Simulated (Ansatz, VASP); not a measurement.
# One calculation of Fe, two programs

```
Fe
1.0
     0.00000    1.94174    1.96511
     1.49844    0.00000    1.96511
     1.49844    1.94174    0.00000
Fe
1
Direct
  0.00000 0.00000 0.00000
```

Alike in both runs: functional PBEsol; k mesh 13 × 13 × 13; occupations methfessel-paxton of order 1, width 0.2 eV; collinear spin; Hubbard terms Fe d U = 6.2 eV.

|  | VASP | Ansatz |
| --- | --- | --- |
| version | VASP 6.6.1 | Ansatz 0.2.0 |
| potentials or method | VASP PAW PBE potentials, release 64 (Fe), cutoff 520 eV | all-electron LAPW, scalar-relativistic |
| task | single point | density of states |

|  | VASP | Ansatz | Ansatz less VASP |
| --- | --- | --- | --- |
| gap on the k mesh at the Fermi level (eV) | none | none | - |
| net moment per atom (μB) | 3.01 | 2.98 | -0.033 |
| size of the moment on the site where the two differ most (μB) | 3.11 | 2.92 | -0.189 |

Site moments also hang on the region over which each program counts them. The programs project onto different local orbitals, so the same U acts differently. A gap of «none» marks a metal or a gap that the smearing closes. Ansatz ran all-electron here, so the differences hold the error of VASP's frozen core and of both bases.

Caveats: the U is typed as a test and isn't derived for this compound; the magnetic state may not be the lowest (Ansatz); U is the effective U less J, on atomic orbitals that reach past the spheres (Ansatz); the density of states is complete only up to the lowest level of the last band computed (Ansatz). The state reached can hang on the start; a lower one may exist.
